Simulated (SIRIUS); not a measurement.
Here is a SIRIUS 7.10.0 calculation.

Contents of sirius.json:

```json
{
  "control": {
    "processing_unit": "cpu",
    "verbosity": 2,
    "num_bands_to_print": 29,
    "print_forces": true,
    "print_stress": true
  },
  "parameters": {
    "electronic_structure_method": "pseudopotential",
    "xc_functionals": ["XC_GGA_X_PBE", "XC_GGA_C_PBE"],
    "gk_cutoff": 9.2,
    "pw_cutoff": 18.4,
    "ngridk": [7, 7, 7],
    "shiftk": [0, 0, 0],
    "smearing": "fermi_dirac",
    "smearing_width": 0.0018374661,
    "num_bands": 29,
    "num_mag_dims": 0,
    "num_dft_iter": 100,
    "energy_tol": 1e-08,
    "density_tol": 1e-06
  },
  "iterative_solver": {
    "type": "davidson",
    "min_tolerance": 1e-10
  },
  "mixer": {
    "type": "anderson",
    "beta": 0.7,
    "max_history": 8
  },
  "settings": {
    "tol_ne": 1e-10
  },
  "unit_cell": {
    "lattice_vectors": [
      [7.536794702845, 0.0, 0.0],
      [0.0, 7.536794702845, 0.0],
      [0.0, 0.0, 7.536794702845]
    ],
    "atom_coordinate_units": "lattice",
    "atom_types": ["Ta", "K", "O"],
    "atom_files": {
      "O": "O.json",
      "K": "K.json",
      "Ta": "Ta.json"
    },
    "atoms": {
      "Ta": [
        [0.0, 0.0, 0.0]
      ],
      "K": [
        [0.5, 0.5, 0.5]
      ],
      "O": [
        [0.0, 0.0, 0.5],
        [0.0, 0.5, 0.0],
        [0.5, 0.0, 0.0]
      ]
    }
  }
}
```

Potentials or basis: PseudoDojo 0.4.1 PBE standard (scalar relativistic).

Run with:

```bash
$ upf_to_json O.upf
$ upf_to_json K.upf
$ upf_to_json Ta.upf
$ OMP_NUM_THREADS=1 sirius.scf --input=sirius.json --output=out.json --task=0
```

(1) What does it give for the pressure?

(2) What does it give for the band gap on the k mesh?

Results:

(1) 4.3 GPa.

(2) 2.30 eV.

Caveat: spin-orbit coupling is left out, which moves the levels of the heavy elements; an odd mesh through Γ misses points on the zone boundary, where band edges often lie.
